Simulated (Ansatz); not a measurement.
# TaN: the cost of one run

Program: Ansatz 0.2.0. Level of theory: DFT PBEsol, scalar-relativistic, plane waves, PAW. These are calculated values, not measurements.

3 further runs of the same task are left out: 3 set aside as unsound or not needed.

### Step 1. The structure to begin with

Symmetry: Fm-3m, No. 225, cubic system. Conventional cell: a = 4.377 Å, b = 4.377 Å, c = 4.377 Å, α = 90.00°, β = 90.00°, γ = 90.00°. Ta (site symmetry m-3m) has 6 N at 2.19 Å as nearest neighbours. Around N (site symmetry m-3m) lie 6 Ta at 2.19 Å.

Coordinates:

```
CELL_PARAMETERS angstrom
0.00000 2.18842 2.18842
2.18842 0.00000 2.18842
2.18842 2.18842 0.00000
ATOMIC_POSITIONS crystal
Ta 0.50000 0.50000 0.50000
N 0.00000 0.00000 0.00000
```

This cell was relaxed beforehand with the same method: volume 10.48 Å³/atom, gap on the mesh none (metal).

### Step 2. The cell under 3 GPa

At a set pressure the run lowers the enthalpy E + PV, so the energy alone may rise along the way.

File input.yaml:

```yaml
crystal:
  lattice:
    - [0.0, 2.1884211804, 2.1884211804]
    - [2.1884211804, 0.0, 2.1884211804]
    - [2.1884211804, 2.1884211804, 0.0]
  atoms:
    - { symbol: Ta, position: [0.5, 0.5, 0.5] }
    - { symbol: "N", position: [0.0, 0.0, 0.0] }
basis:
  ecutwfc: 420
kpoints:
  mp_grid: { grid: [16, 16, 16] }
hamiltonian:
  xc: pbesol
scf:
  occupations: { method: fermi_dirac, width: 0.15 }
output:
  forces: true
  stress: true
  eigenvalues: true
relax:
  adjacent_minimum: "off"
  f_tol: 0.001
  max_steps: 60
  cell: { stress_tol: 0.02, p_target: 3.0 }
```

Run with:

```
> ansatz run input.yaml --threads 1 --pin off --max-ram 3072MiB --backend cpu --events-out ev --progress --plain --runs-dir out
```

What time and memory should one allow on 1 thread of Intel Xeon Platinum 8175M at 2.50GHz (Skylake/Cascade Lake), shared host?

About 23 s, with a peak of 0.45 GiB.
